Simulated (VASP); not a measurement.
**BaTiO3: relaxation of cell and atoms with LDA**

The system is BaTiO3.

```
Ba Ti O
1.0
     3.94178    0.00000    0.00000
     0.00000    3.94178    0.00000
     0.00000    0.00000    3.98863
Ba Ti O
1 1 3
Cartesian
  3.9418 0.0000 0.0075
  1.9709 1.9709 1.9519
  1.9709 1.9709 0.0886
  1.9709 0.0000 2.0532
  0.0000 1.9709 2.0532
```

```
Program                : VASP 6.6.1
Task                   : relaxation of cell and atoms
Functional             : LDA
Potentials or basis    : VASP PAW LDA potentials, release 64 (Ba_sv, Ti_sv, O)
Cutoff                 : 600 eV
k mesh                 : 8 × 8 × 8
Occupations            : gaussian, width 0.03 eV
Spin                   : no spin polarisation
Further INCAR settings : ALGO = Normal; EDIFF = 1e-07; IBRION = 2; EDIFFG = -0.005; NSW = 90; ISIF = 3
```

- Relaxed volume: 12.40 Å³/atom
- Relaxed cell: a = 3.942 Å, b = 3.942 Å, c = 3.989 Å, α = 90.00°, β = 90.00°, γ = 90.00°
- Space group after relaxing (to 0.05 Å): P4mm (No. 99)
- Energy gained by relaxing: 0.0 meV/atom
- Ionic steps: 4
- Pressure after relaxing: 0.0 GPa
- Largest force after relaxing: 0.005 eV/Å
- Band gap on the k mesh: 1.75 eV, indirect (least direct gap 2.04 eV)

Forces on the atoms (eV/Å):
```
Ba   0.000  0.000  0.003
Ti   0.000  0.000 -0.005
O    0.000  0.000 -0.001
O    0.000  0.000  0.002
O    0.000  0.000  0.002
```

Final structure:
```yaml
crystal:
  lattice:
    - [3.94196, 0.00000, 0.00000]
    - [0.00000, 3.94196, 0.00000]
    - [0.00000, 0.00000, 3.98918]
  atoms:
    - { symbol: Ba, position: [0.00000, 0.00000, 0.00192] }
    - { symbol: Ti, position: [0.50000, 0.50000, 0.48934] }
    - { symbol: O, position: [0.50000, 0.50000, 0.02217] }
    - { symbol: O, position: [0.50000, 0.00000, 0.51478] }
    - { symbol: O, position: [0.00000, 0.50000, 0.51478] }
```

Levels at points of the mesh, in eV from the valence-band top:
```
           k point  band 17  band 18  band 19  band 20  band 21  band 22  band 23  band 24
(0.00, 0.00, 0.00)    -1.25    -0.31    -0.29    -0.29     1.75     1.99     1.99     4.28
(0.50, 0.00, 0.00)    -1.95    -1.81    -1.00    -0.88     2.14     3.66     3.70     4.31
(0.50, 0.50, 0.00)    -1.79    -0.94    -0.94    -0.09     3.72     3.72     4.11     4.96
(0.00, 0.00, 0.50)    -2.01    -2.01    -0.72    -0.72     1.93     3.66     3.66     4.29
(0.50, 0.00, 0.50)    -1.74    -0.92    -0.90    -0.22     3.68     3.68     4.06     5.17
(0.50, 0.50, 0.50)    -2.44    -0.12    -0.12     0.00     4.36     4.36     4.39     6.64
```

It took 59 s on 2 MPI ranks on Intel(R) Xeon(R) Platinum 8488C (Sapphire Rapids), on a shared host, peak memory 0.25 GiB a rank.

Caveat: spin-orbit coupling is left out, which moves the levels of the heavy elements. A k mesh can miss the band edges.
